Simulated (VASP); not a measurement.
# ZnAu (Pm-3m) in VASP: a series of runs

The runs below take ZnAu through single point, with PBE.

All numbers are computed with VASP 6.6.1; they aren't measurements. Logs are shortened: lines on timing, memory, paths and dates and some standing lists are left out, and cuts for length are marked.

## 1. The crystal as given

Symmetry: Pm-3m, No. 221, cubic system. The conventional cell has a = 3.147 Å, b = 3.147 Å, c = 3.147 Å, α = 90.00°, β = 90.00°, γ = 90.00°. Au (site symmetry m-3m) is surrounded by 8 Zn at 2.73 Å. Around Zn (site symmetry m-3m) lie 8 Au at 2.73 Å.

## 2. Single point, PBE

Input file INCAR:

```
SYSTEM = ZnAu
PREC     = Accurate       ! precision mode
ENCUT    = 400            ! plane-wave cutoff, eV
EDIFF    = 1E-6           ! SCF threshold, eV
ISMEAR   = 0              ! smearing method
SIGMA    = 0.05           ! smearing width, eV
LREAL    = .FALSE.        ! projectors in reciprocal space
LASPH    = .TRUE.         ! aspherical terms in the spheres
NELM     = 100            ! most SCF steps
ALGO     = Normal         ! electronic algorithm
ISIF     = 2              ! what is computed and relaxed
LWAVE    = .FALSE.        ! write WAVECAR
LCHARG   = .FALSE.        ! write CHGCAR
GGA      = PE             ! functional
NBANDS   = 18             ! bands
ADDGRID  = .FALSE.
```

Input file KPOINTS:

```
regular mesh
0
G
  15 15 15
  0 0 0
```

Input file POSCAR:

```
ZnAu
1.0
    3.1470000000      0.0000000000      0.0000000000
    0.0000000000      3.1470000000      0.0000000000
    0.0000000000      0.0000000000      3.1470000000
Au Zn
1 1
Direct
    0.0000000000      0.0000000000      0.0000000000
    0.5000000000      0.5000000000      0.5000000000
```

Potentials or basis: VASP PAW PBE potentials, release 64 (Au, Zn).

On the command line:

```console
$ cat potpaw_PBE.64/Au/POTCAR potpaw_PBE.64/Zn/POTCAR > POTCAR
$ mpirun -np 1 vasp_std > vasp.out
```

OUTCAR:

```text
SYSTEM = ZnAu
   PREC = Accurate
   ENCUT = 400
   EDIFF = 1E-6
   ISMEAR = 0
   LREAL = .FALSE.
   LASPH = .TRUE.
   NELM = 100
   ISIF = 2
   GGA = PE

 Found    120 irreducible k-points:

 Following reciprocal coordinates:
            Coordinates               Weight
  0.000000  0.000000  0.000000      1.000000
  0.066667  0.000000  0.000000      6.000000
  0.133333  0.000000  0.000000      6.000000
  0.200000  0.000000  0.000000      6.000000
  0.266667  0.000000  0.000000      6.000000
  0.333333  0.000000  0.000000      6.000000
   k-points           NKPTS =    120   k-points in BZ     NKDIM =    120   number of bands    NBANDS=     18
   number of dos      NEDOS =    301   number of ions     NIONS =      2
   total plane-waves  NPLWV =  13824
   dimension x,y,z NGX =    24 NGY =   24 NGZ =   24
   dimension x,y,z NGXF=    48 NGYF=   48 NGZF=   48
   ions per type =               1   1
   NGX,Y,Z   is equivalent  to a cutoff of  12.68, 12.68, 12.68 a.u.
   NGXF,Y,Z  is equivalent  to a cutoff of  25.36, 25.36, 25.36 a.u.
 SYSTEM =  ZnAu
   PREC   = accura    normal or accurate (medium, high low for compatibility)
   ISTART =      0    job   : 0-new  1-cont  2-samecut
   ICHARG =      2    charge: 1-file 2-atom 10-const
   ISPIN  =      1    spin polarized calculation?
   LNONCOLLINEAR =      F non collinear calculations
   LSORBIT =      F    spin-orbit coupling
   LASPH  =      T    aspherical Exc in radial PAW
   ENCUT  =  400.0 eV  29.40 Ry    5.42 a.u.   5.13  5.13  5.13*2*pi/ulx,y,z
   NELM   =    100;   NELMIN=  2; NELMDL= -5     # of ELM steps
   EDIFF  = 0.1E-05   stopping-criterion for ELM
[... 8 lines left out ...]
   TEBEG  =    0.0;   TEEND  =   0.0 temperature during run
   PSTRESS=    0.0 pullay stress
   NELECT =      23.0000    total number of electrons
   NUPDOWN=      -1.0000    fix difference up-down
   EMIN   =  10.00;   EMAX   =-10.00  energy-range for DOS
   EFERMI =   0.00;   METHOD = LEGACY
   ISMEAR =     0;   SIGMA  =   0.05  broadening in eV -4-tet -1-fermi 0-gaus
   EFERMI_NEDOS =   21; number of points for ismear=-14 and -15
   IALGO  =     38    algorithm
   IMIX   =      4    mixing-type and parameters
     AMIX     =   0.40;   BMIX     =  1.00
     AMIX_MAG =   1.60;   BMIX_MAG =  1.00
  volume/ion in A,a.u.               =      15.58       105.16
  Fermi-wavevector in a.u.,A,eV,Ry     =   1.479406  2.795672 29.778283  2.188642
  Thomas-Fermi vector in A             =   2.593568
   LORBIT       =      0    0 simple, 1 ext, 2 COOP (PROOUT), +10 PAW based schemes
   GGA     = PE    functional components
   LHFCALC =     F    Hartree Fock is set to
   AEXX    =    0.0000 exact exchange contribution
   IVDW    =     0    specifies the selected vdW correction
   LEPSILON=     F    determine dielectric tensor
   LRPA    =     F    only Hartree local field effects (RPA)
 non-spin polarized calculation
 Gauss-broadening in eV      SIGMA  =   0.05
  energy-cutoff  :      400.00
  volume of cell :       31.17
 maximum number of plane-waves:       587
 NGX is ok and might be reduce to    24
   NGX = 11   NGY = 11   NGZ = 11

 number of electron      23.0000000 magnetization

 Free energy of the ion-electron system (eV)
  ---------------------------------------------------
  ext. energy  EPLUGINS =         0.00000000
  ---------------------------------------------------
  free energy    TOTEN  =        -4.73194431 eV

  energy without entropy =       -4.73126720  energy(sigma->0) =       -4.73160576

 E-fermi :   7.0160     XC(G=0): -12.3782

 val. band max:        6.9687796674   @ k =   0.3333   0.2000   0.0667
 cond. band min:       7.0245732746   @ k =   0.4667   0.4667   0.2000
 fundamental gap:      0.0557936072
 Fermi energy:         7.0160107808

 k-point     1 :       0.0000    0.0000    0.0000
  band No.  band energies     occupation
      1      -3.5229      2.00000
      2      -1.0283      2.00000
      3      -1.0283      2.00000
      4      -0.3363      2.00000
      5      -0.3363      2.00000
      6      -0.3363      2.00000
      7       1.6647      2.00000
      8       1.6647      2.00000
      9       3.3516      2.00000
     10       3.3516      2.00000
     11       3.3516      2.00000
     12      12.0946      0.00000
     13      12.0946      0.00000
     14      12.0946      0.00000
     15      15.9514      0.00000
     16      19.2298      0.00000
     17      19.2298      0.00000
     18      25.4028      0.00000

 k-point     2 :       0.0667    0.0000    0.0000
  band No.  band energies     occupation
      1      -3.4438      2.00000
      2      -1.0108      2.00000
      3      -1.0044      2.00000
      4      -0.3369      2.00000
      5      -0.3369      2.00000
      6      -0.3296      2.00000
      7       1.6520      2.00000
      8       1.6866      2.00000
      9       3.2912      2.00000
     10       3.2912      2.00000
     11       3.3451      2.00000
     12      11.4415      0.00000
     13      12.2439      0.00000
     14      12.2439      0.00000
     15      16.3707      0.00000
     16      19.1462      0.00000
     17      19.5919      0.00000
     18      25.3433      0.00000

 k-point     3 :       0.1333    0.0000    0.0000
  band No.  band energies     occupation
      1      -3.2093      2.00000
      2      -0.9605      2.00000
      3      -0.9380      2.00000
      4      -0.3394      2.00000
      5      -0.3394      2.00000
      6      -0.3109      2.00000
      7       1.6149      2.00000
      8       1.7482      2.00000
      9       3.1266      2.00000
     10       3.1266      2.00000
     11       3.3266      2.00000
     12      10.1070      0.00000
     13      12.6752      0.00000
     14      12.6752      0.00000
     15      16.9419      0.00000
     16      18.9148      0.00000
     17      20.7398      0.00000
     18      25.1512      0.00000

 k-point     4 :       0.2000    0.0000    0.0000
  band No.  band energies     occupation
      1      -2.8290      2.00000
      2      -0.8828      2.00000
      3      -0.8409      2.00000
      4      -0.3420      2.00000
      5      -0.3420      2.00000
      6      -0.2824      2.00000
      7       1.5568      2.00000
      8       1.8368      2.00000
      9       2.8989      2.00000
     10       2.8989      2.00000
     11       3.2991      2.00000
     12       8.6536      0.00000
     13      13.3474      0.00000
     14      13.3474      0.00000
     15      17.2756      0.00000
     16      18.5875      0.00000
     17      22.4639      0.00000
     18      24.4640      0.00000

 k-point     5 :       0.2667    0.0000    0.0000
  band No.  band energies     occupation
      1      -2.3218      2.00000
      2      -0.7879      2.00000
      3      -0.7312      2.00000
      4      -0.3436      2.00000
      5      -0.3436      2.00000
      6      -0.2496      2.00000
      7       1.4843      2.00000
      8       1.9235      2.00000
      9       2.6549      2.00000
     10       2.6549      2.00000
     11       3.2668      2.00000
     12       7.2772      0.00000
     13      14.2139      0.00000
     14      14.2139      0.00000
     15      17.5027      0.00000
     16      18.2308      0.00000
     17      23.0300      0.00000
     18      23.1895      0.00000

 k-point     6 :       0.3333    0.0000    0.0000
  band No.  band energies     occupation
      1      -1.7230      2.00000
      2      -0.6901      2.00000
      3      -0.6271      2.00000
      4      -0.3435      2.00000
      5      -0.3435      2.00000
      6      -0.2175      2.00000
      7       1.4078      2.00000
      8       1.9548      2.00000
      9       2.4356      2.00000
     10       2.4356      2.00000
     11       3.2352      2.00000
     12       6.0913      2.00000
     13      15.2342      0.00000
     14      15.2342      0.00000
     15      17.7392      0.00000
     16      17.9074      0.00000
     17      21.6692      0.00000
     18      21.7668      0.00000

 [... further k-points ...]
[... 5 lines left out ...]
  --------------------------------------------------------------------------------------
  -------------------------------------------------------------------------------------
  Total        0.9312801      0.9312801      0.9312801      0.0000000      0.0000000     -0.0000000
  in kB       47.8741080     47.8741080     47.8741080      0.0000000      0.0000000     -0.0000000
  external PRESSURE =      47.8741080 kB  Pullay stress =       0.0000000 kB

 VOLUME and BASIS-vectors are now :
 -----------------------------------------------------------------------------
  energy-cutoff  :      400.00
  volume of cell :       31.17
      direct lattice vectors                 reciprocal lattice vectors
     3.147000000  0.000000000  0.000000000     0.317762949  0.000000000  0.000000000
     0.000000000  3.147000000  0.000000000     0.000000000  0.317762949  0.000000000
     0.000000000  0.000000000  3.147000000     0.000000000  0.000000000  0.317762949

 POSITION                                       TOTAL-FORCE (eV/Angst)
 -----------------------------------------------------------------------------------
      0.00000      0.00000      0.00000         0.000000      0.000000      0.000000
      1.57350      1.57350      1.57350         0.000000      0.000000      0.000000
 -----------------------------------------------------------------------------------
    total drift:                                0.000000      0.000000     -0.000000

  FREE ENERGIE OF THE ION-ELECTRON SYSTEM (eV)
  ---------------------------------------------------
  free  energy   TOTEN  =        -4.7319443065 eV

  energy  without entropy=       -4.7312672042  energy(sigma->0) =       -4.73160576
```

Wall time 74 s (1 thread of AMD EPYC, shared host); peak memory 0.14 GiB.

These settings aren't checked as converged: the numbers below hold their error.

What came out:

| Property | Result |
| --- | --- |
| Free energy | -4.7319 eV |
| Pressure | 4.8 GPa |
| Band gap on the k mesh | none (metal or under the smearing width) |

## 3. Single point, PBE

INCAR: that of step 2 with these lines changed.

```diff
@@ -5,3 +5,3 @@
 ISMEAR   = 0              ! smearing method
-SIGMA    = 0.05           ! smearing width, eV
+SIGMA    = 0.02           ! smearing width, eV
 LREAL    = .FALSE.        ! projectors in reciprocal space
```

KPOINTS is that of step 2.

POSCAR is that of step 2.

Potentials or basis: VASP PAW PBE potentials, release 64 (Au, Zn).

On the command line:

```console
$ cat potpaw_PBE.64/Au/POTCAR potpaw_PBE.64/Zn/POTCAR > POTCAR
$ mpirun -np 1 vasp_std > vasp.out
```

Wall time 72 s (1 thread of AMD EPYC, shared host); peak memory 0.14 GiB.

The run converged, but some of its settings lie outside the range that counts as converged, so its numbers aren't taken as properties of the crystal.

Results:

```
Free energy            : -4.7317 eV
Pressure               : 4.8 GPa
Band gap on the k mesh : none (metal or under the smearing width)
```

(Continued in part 2 of 2.)
